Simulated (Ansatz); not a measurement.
# TiTe2 (P1) in Ansatz: convergence with wavefunction cutoff

Aim: find how far wavefunction cutoff must go before the results for TiTe2 settle, at PBE. This setting moves, with any that are tied to it; all else stays.

All numbers are computed with Ansatz 0.2.0; they aren't measurements. Logs are shortened: lines on timing, memory, paths and dates and some standing lists are left out, and cuts for length are marked.

## 1. The cell of the first run

The typed cell holds 3 atoms: a = 3.777 Å, b = 3.777 Å, c = 6.498 Å, α = 90.00°, β = 90.00°, γ = 120.00°.

The cell isn't the ideal one: atoms moved at random, drawn with an rms of 0.05 Å.

## 2. With wavefunction cutoff 400 eV

input.yaml reads:

```yaml
crystal:
  lattice:
    - [3.777, 0.0, 0.0]
    - [-1.8885, 3.2709779501, 0.0]
    - [0.0, 0.0, 6.498]
  atoms:
    - { symbol: Te, position: [0.338833, 0.660744, 0.741906] }
    - { symbol: Te, position: [0.667394, 0.338002, 0.267244] }
    - { symbol: Ti, position: [-0.001254, -0.000186, 0.0024] }
hamiltonian:
  xc: pbe
  pseudopotentials: { kind: paw, source: jth }
kpoints:
  mp_grid: { grid: [6, 6, 3] }
scf:
  occupations: { method: cold, width: 0.1 }
output:
  forces: true
  stress: true
  eigenvalues: true
basis:
  ecutwfc: "400 eV"
```

Potentials or basis: JTH PAW.

Launch:

```console
$ ansatz run input.yaml --threads 2 --pin off --max-ram 5632MiB --backend cpu --events-out ev --progress --plain --runs-dir out
```

Output:

```text
Warning: basis.ecutwfc = 400 eV is below the records' recommended 1230 eV, and the density's cutoff is lower with it unless basis.ecutrho_ratio is high enough to keep the records' density cutoff: compare with a run at a higher cutoff
Warning: the checks of this Te dataset prove no rule for summing its radial tables, as where they were carried onto another mesh than they were made on, and Gregory's rule is taken, under which a leading mesh point left out moves its sums only by what lay on the interval it spanned. That does not make them correct, and they differ from Quantum ESPRESSO's on this file; a re-export a fraction of a mesh step off can move them. hamiltonian.pseudopotentials.radial_quadrature: simpson_from_first_knot sums it by `pw.x`'s rule; on a PAW file no value gives `pw.x`'s numbers. What more to know: hamiltonian.pseudopotentials.radial_quadrature, in the input reference
Warning: the checks of this Ti dataset prove no rule for summing its radial tables, as where they were carried onto another mesh than they were made on, and Gregory's rule is taken, under which a leading mesh point left out moves its sums only by what lay on the interval it spanned. That does not make them correct, and they differ from Quantum ESPRESSO's on this file; a re-export a fraction of a mesh step off can move them. hamiltonian.pseudopotentials.radial_quadrature: simpson_from_first_knot sums it by `pw.x`'s rule; on a PAW file no value gives `pw.x`'s numbers. What more to know: hamiltonian.pseudopotentials.radial_quadrature, in the input reference
Warning: RAYON_NUM_THREADS=2 ignored (pool sized by the plan → 2); use --threads N
Engine: ansatz 0.2.0, x86_64-unknown-linux-gnu
Pseudopotentials: kind: paw
Pseudopotential: Te, paw, valence charge 6, recommended cutoff 540 eV (normal), Te.paw.azcp
Pseudopotential: Ti, paw, valence charge 12, recommended cutoff 1230 eV (normal), Ti.paw.azcp
Functional definition: PBE
  parameter kappa = 0.804
  parameter beta = 0.06672455060314922
  exchange = pbe_x(kappa = kappa, mu = beta*pi^2/3)
  correlation = pbe_c(beta = beta)
Crystal: 3 atoms, lattice volume = 80.279 Å³
Basis set: ecut = 400 eV, 1485 PW (Γ), exchange–correlation on 50×50×90 points (8 copies of the dense FFT grid, shifted against one another)
Bands: 16, of which v1, the nominal top of the filled ones, is band 12 counted from 1 (11 counted from 0)
Symmetry: 1 space group operations
Space group: P1 (ITA 1), of the structure as read, at distance tolerance 4.3e-5 Å
k-points: 56 of 108 (time reversal used)
Non-local potential: Te, projectors of the file, l = 0: 2, l = 1: 2
Non-local potential: Ti, projectors of the file, l = 0: 2, l = 1: 2, l = 2: 2
PAW form: soft (Blöchl's): semilocal exchange-correlation on the pseudo side does not see the compensation charge
PAW one-centre angular grid: Te, 110 points (default); XC on 64 Gauss nodes
PAW one-centre angular grid: Ti, 590 points (default); XC on 64 Gauss nodes
Initial density: superposition of atomic densities (chi_scale 0.1, normalization cell, long waves kept (reshape's long-wave potential 0.04 eV rms))
Initial wavefunctions: pseudopotential atomic-orbital guess
Functional: x = pbe(κ = 0.804, μ = 0.2195149727645171), c = pbe(β = 0.06672455060314922)
SCF iter   1: F=—  HF=-12369.198716 eV  |F-HF|=—  |Δ(HF+E_count)|=         —  Δρ=5.49e-2  dr2=3.44e0  ethr=3.10e-3  ⟨swp⟩=10.0  Hψ=7177  notcnv=0
preconditioner: auto → Kerker (q_TF=auto, 2.231 Å⁻¹)  [metal: Δε(μ)=0.169 eV  Ē_g=6.586 eV  σ=0.100 eV  W_gap=0.49  n_scr=22 (ndim 8)  ℏωp=16.6 eV  f_vac=0.002  D(μ)=2.13/eV (n_scr^D=22)]
SCF iter   2: F=—  HF=-12368.629730 eV  |F-HF|=—  |Δ(HF+E_count)|=   5.69e-1  S|Δr|=    0.00e0  Δρ=2.68e-2  dr2=1.06e0  ethr=3.10e-3  ⟨swp⟩=3.6  Hψ=2210  notcnv=0  defer=1
preconditioner: auto → Resta (q_TF=auto, 2.231 Å⁻¹)  ε∞=8.1  [insulator: Δε(μ)=0.140 eV  Ē_g=6.222 eV  σ=0.100 eV  W_gap=0.85  n_scr=22 (ndim 8)  ℏωp=16.6 eV  f_vac=0.002  D(μ)=1.15/eV (n_scr^D=2)  ε∞_Penn≈8.1]
SCF iter   3: F=—  HF=-12368.347582 eV  |F-HF|=—  |Δ(HF+E_count)|=   2.82e-1  S|Δr|=    0.00e0  Δρ=4.85e-3  dr2=4.33e-2  ethr=3.10e-3  ⟨swp⟩=2.5  Hψ=1504  notcnv=0  defer=1
SCF iter   4: F=—  HF=-12368.340709 eV  |F-HF|=—  |Δ(HF+E_count)|=   6.87e-3  S|Δr|=    0.00e0  Δρ=1.54e-3  dr2=3.32e-3  ethr=1.81e-4  ⟨swp⟩=2.1  Hψ=1446  notcnv=0  defer=1
SCF iter   5: F=—  HF=-12368.341501 eV  |F-HF|=—  |Δ(HF+E_count)|=   7.92e-4  S|Δr|=    0.00e0  Δρ=6.69e-4  dr2=4.93e-4  ethr=1.38e-5  ⟨swp⟩=2.5  Hψ=1565  notcnv=0  defer=1
SCF iter   6: F=—  HF=-12368.341540 eV  |F-HF|=—  |Δ(HF+E_count)|=   3.91e-5  S|Δr|=    0.00e0  Δρ=9.97e-5  dr2=1.05e-5  ethr=2.05e-6  ⟨swp⟩=2.9  Hψ=1702  notcnv=0  defer=1
SCF iter   7: F=—  HF=-12368.344600 eV  |F-HF|=—  |Δ(HF+E_count)|=   3.06e-3  S|Δr|=    0.00e0  Δρ=2.48e-5  dr2=8.90e-7  ethr=4.37e-8  ⟨swp⟩=2.3  Hψ=1603  notcnv=0  defer=1
SCF iter   8: F=-12368.344601 eV  HF=-12368.344601 eV  |F-HF|=2.94e-8  |Δ(HF+E_count)|=   9.87e-7  S|Δr|=    0.00e0  Δρ=7.74e-6  dr2=6.05e-8  ethr=4.17e-10  ⟨swp⟩=8.6  Hψ=5850  notcnv=0
SCF 1 converged in 8 iterations: F = -12368.344601 eV  dr2 = 6.05e-8
SCF converged after 8 iterations
Stability not checked: this state was not tested for a lower state beside it, because cold or Methfessel-Paxton smearing, or corrected tetrahedra, fill the levels in a way that the test cannot read (fill_not_monotonic; see scf.lower_state_search)
Free energy (F): -12368.344601 eV
Harris-Foulkes:  -12368.344601 eV  (|F-HF|=2.94e-8)
Internal energy: -12368.345323 eV  (E = F + TS)
E sigma→0 (E₀):  -12368.344842 eV
Entropy (-TS):   0.000722 eV (0.241 meV/atom)
Fermi energy:    8.040220 eV
Step filling:    the computed levels leave a gap of 0.0018 eV = 0.0 smearing widths at the electron count; against every level under it full and every level over it empty, smearing changes F+E_penalty+E_count by +0.695 meV and its σ→0 estimate by +0.454 meV
--- Per-component energies (eV) ---
  E_band       = -197.778027
  E_kinetic    = 343.192383
  E_local      = -1383.377274  (includes V_loc(G=0)·N_el)
  E_nonlocal   = -23.673711
  E_hartree    = 639.099057
  E_xc         = -309.802847
  E_vxc        = -262.788502  (∫ρ·V_xc dr)
  E_paw        = -10370.131487  (= ΣΔE_a)
  E_vpaw       = -149.323749  (= ΣTr[D̂ρ^β])
  E_aug_tail   = -0.000329  (compensation charges beyond the density's cutoff)
  E_ewald      = -1263.651116
  E_smearing   = 0.000722  (= −TS)
  E_closure    = -0.000000  (closes the sum)
  Σ components = -12368.344601   (vs F -12368.344601, Δ=0.00e0)
--- Forces (eV/Å), atoms counted from 1 ---
  atom   1  Te    -0.13646431     0.08298635    -0.06630862
  atom   2  Te     0.03568930    -0.07239179    -0.11318260
  atom   3  Ti     0.10073268    -0.01058902     0.17889747
  max |Σ_I F_I| component: 5.94e-4 eV/Å
--- Stress (GPa, compression-positive) ---
        0.849336       0.205418       0.515429
        0.205418       1.201068      -0.470636
        0.515429      -0.470636       0.889317
  P = ⅓ Tr σ = 0.9799 GPa (9.799 kbar)
--- Band table (eV; the first three rows and the last of 56) ---
  k-point 0: bands = ["-49.4193", "-25.6732", "-25.6726", "-25.6480", "-4.3912", "-2.8877", "2.7891", "6.3507", "6.3747", "8.3969", "8.4506", "8.4723", "8.5910", "9.0586", "9.1256", "11.0422"]
  k-point 1: bands = ["-49.4193", "-25.6732", "-25.6726", "-25.6481", "-4.1116", "-3.3609", "3.8667", "6.3589", "6.3963", "6.4369", "8.4386", "8.4575", "8.8470", "8.8612", "9.0533", "11.3988"]
  k-point 2: bands = ["-49.4185", "-25.6836", "-25.6752", "-25.6459", "-4.0900", "-2.7376", "3.1589", "5.6665", "6.4052", "6.7685", "7.7727", "8.1409", "8.3487", "9.1057", "9.3627", "10.8043"]
  k-point 55: bands = ["-49.4164", "-25.7139", "-25.6829", "-25.6394", "-2.6459", "-2.4059", "3.0171", "3.6365", "5.5589", "6.0364", "6.6728", "7.3041", "7.9487", "9.2274", "9.5397", "10.8413"]
```

Run time: 5.8 s. Hardware: 2 threads of Intel Xeon at 2.50GHz (Skylake/Cascade Lake), shared host; peak memory 0.37 GiB.

What came out:

| Property | Result |
| --- | --- |
| Free energy | -12368.3446 eV |
| Pressure | 1.0 GPa |
| Largest force | 0.206 eV/Å |
| Band gap on the k mesh | none (metal or under the smearing width) |

## 3. With wavefunction cutoff 500 eV

input.yaml, as its differences from that of step 2:

```diff
@@ -21,2 +21,2 @@
 basis:
-  ecutwfc: "400 eV"
+  ecutwfc: "500 eV"
```

Potentials or basis: JTH PAW.

Launch:

```console
$ ansatz run input.yaml --threads 2 --pin off --max-ram 5632MiB --backend cpu --events-out ev --progress --plain --runs-dir out
```

Wall time 7.3 s (2 threads of Intel Xeon at 2.50GHz (Skylake/Cascade Lake), shared host); peak memory 0.41 GiB.

Results:

```
Free energy            : -12368.3477 eV
Pressure               : 1.0 GPa
Largest force          : 0.207 eV/Å
Band gap on the k mesh : none (metal or under the smearing width)
```

## 4. With wavefunction cutoff 600 eV

input.yaml, as its differences from that of step 3:

```diff
@@ -21,2 +21,2 @@
 basis:
-  ecutwfc: "500 eV"
+  ecutwfc: "600 eV"
```

Launch:

```console
$ ansatz run input.yaml --threads 2 --pin off --max-ram 5632MiB --backend cpu --events-out ev --progress --plain --runs-dir out
```

Wall time 9.9 s (2 threads of Intel Xeon at 2.50GHz (Skylake/Cascade Lake), shared host); peak memory 0.45 GiB.

Results:

```yaml
Free_energy: -12368.3487 eV
Pressure: 1.0 GPa
Largest_force: 0.206 eV/Å
Band_gap_on_the_k_mesh: none (metal or under the smearing width)
```

## 5. With wavefunction cutoff 700 eV

input.yaml, as its differences from that of step 4:

```diff
@@ -21,2 +21,2 @@
 basis:
-  ecutwfc: "600 eV"
+  ecutwfc: "700 eV"
```

Launch:

```console
$ ansatz run input.yaml --threads 2 --pin off --max-ram 5632MiB --backend cpu --events-out ev --progress --plain --runs-dir out
```

It took 11 s on 2 threads of Intel Xeon at 2.50GHz (Skylake/Cascade Lake), shared host; peak memory 0.5 GiB.

Results:

```yaml
Free_energy: -12368.3497 eV
Pressure: 1.0 GPa
Largest_force: 0.206 eV/Å
Band_gap_on_the_k_mesh: none (metal or under the smearing width)
```

## 6. With wavefunction cutoff 850 eV

input.yaml, as its differences from that of step 5:

```diff
@@ -21,2 +21,2 @@
 basis:
-  ecutwfc: "700 eV"
+  ecutwfc: "850 eV"
```

Potentials or basis: JTH PAW.

Launch:

```console
$ ansatz run input.yaml --threads 2 --pin off --max-ram 5632MiB --backend cpu --events-out ev --progress --plain --runs-dir out
```

It took 16 s on 2 threads of Intel Xeon at 2.50GHz (Skylake/Cascade Lake), shared host; peak memory 0.5 GiB.

Results (log left out):

- Free energy: -12368.3529 eV
- Pressure: 1.0 GPa
- Largest force: 0.206 eV/Å
- Band gap on the k mesh: none (metal or under the smearing width)

## 7. With wavefunction cutoff 1000 eV

input.yaml, as its differences from that of step 6:

```diff
@@ -21,2 +21,2 @@
 basis:
-  ecutwfc: "850 eV"
+  ecutwfc: "1000 eV"
```

Launch:

```console
$ ansatz run input.yaml --threads 2 --pin off --max-ram 5632MiB --backend cpu --events-out ev --progress --plain --runs-dir out
```

Run time: 20 s. Hardware: 2 threads of Intel Xeon at 2.50GHz (Skylake/Cascade Lake), shared host; peak memory 0.57 GiB.

It converged, with:

```yaml
Free_energy: -12368.3542 eV
Pressure: 1.0 GPa
Largest_force: 0.206 eV/Å
Band_gap_on_the_k_mesh: none (metal or under the smearing width)
```

## 8. With wavefunction cutoff 1200 eV

input.yaml, as its differences from that of step 7:

```diff
@@ -21,2 +21,2 @@
 basis:
-  ecutwfc: "1000 eV"
+  ecutwfc: "1200 eV"
```

Launch:

```console
$ ansatz run input.yaml --threads 2 --pin off --max-ram 5632MiB --backend cpu --events-out ev --progress --plain --runs-dir out
```

Wall time 24 s (2 threads of Intel Xeon at 2.50GHz (Skylake/Cascade Lake), shared host); peak memory 0.67 GiB.

It converged, with:

```
Free energy            : -12368.3549 eV
Pressure               : 1.0 GPa
Largest force          : 0.206 eV/Å
Band gap on the k mesh : none (metal or under the smearing width)
```

## 9. With wavefunction cutoff 1400 eV

input.yaml, as its differences from that of step 8:

```diff
@@ -21,2 +21,2 @@
 basis:
-  ecutwfc: "1200 eV"
+  ecutwfc: "1400 eV"
```

Potentials or basis: JTH PAW.

Launch:

```console
$ ansatz run input.yaml --threads 2 --pin off --max-ram 5632MiB --backend cpu --events-out ev --progress --plain --runs-dir out
```

Run time: 31 s. Hardware: 2 threads of Intel Xeon at 2.50GHz (Skylake/Cascade Lake), shared host; peak memory 0.78 GiB.

Results (log left out):

```yaml
Free_energy: -12368.3555 eV
Pressure: 1.0 GPa
Largest_force: 0.206 eV/Å
Band_gap_on_the_k_mesh: none (metal or under the smearing width)
```

## 10. With wavefunction cutoff 1700 eV

input.yaml, as its differences from that of step 9:

```diff
@@ -21,2 +21,2 @@
 basis:
-  ecutwfc: "1400 eV"
+  ecutwfc: "1700 eV"
```

Launch:

```console
$ ansatz run input.yaml --threads 2 --pin off --max-ram 5632MiB --backend cpu --events-out ev --progress --plain --runs-dir out
```

It took 50 s on 2 threads of Intel Xeon at 2.50GHz (Skylake/Cascade Lake), shared host; peak memory 0.96 GiB.

Results (log left out):

* Free energy: -12368.3559 eV
* Pressure: 1.0 GPa
* Largest force: 0.206 eV/Å
* Band gap on the k mesh: none (metal or under the smearing width)

## 11. The series at a glance

```tsv
wavefunction cutoff	energy less the tightest run, at zero smearing (meV/atom)	SCF cycles	CPU time (s)	peak memory (GiB)
400 eV	3.75	8	11	0.37
500 eV	2.70	8	14	0.41
600 eV	2.39	8	19	0.45
700 eV	2.05	8	21	0.5
850 eV	0.98	8	31	0.5
1000 eV	0.57	8	38	0.57
1200 eV	0.32	8	47	0.67
1400 eV	0.10	8	61	0.78
1700 eV	0.00	8	98	0.96
```

Against the tightest run, the energy stays within 1 meV/atom from 850 eV on. The tightest run that finished is the yardstick and may itself not be fully converged.
